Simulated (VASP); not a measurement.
CaS:

```
CELL_PARAMETERS angstrom
0.00000 2.83125 2.83125
2.83125 0.00000 2.83125
2.83125 2.83125 0.00000
ATOMIC_POSITIONS crystal
Ca 0.00000 0.00000 0.00000
S 0.50000 0.50000 0.50000
```

The cell was built by a generator and needn't be a form met in nature.

Base run:

- Program: VASP 6.6.1
- Functional: PBE
- Dispersion: D4
- Potentials or basis: VASP PAW PBE potentials, release 64 (Ca_sv, S)
- Cutoff: 550 eV
- k mesh: 8 × 8 × 8
- Occupations: gaussian, width 0.02 eV
- Spin: no spin polarisation

Its results: band gap on the k mesh 2.32 eV, indirect (least direct gap 3.14 eV); pressure 0.0 GPa.

The run is repeated on the same cell with these changes: dispersion from D4 to none; cutoff from 550 eV to 520 eV. What comes out?

Band gap on the k mesh 2.32 eV, indirect (least direct gap 3.14 eV); pressure 1.7 GPa.
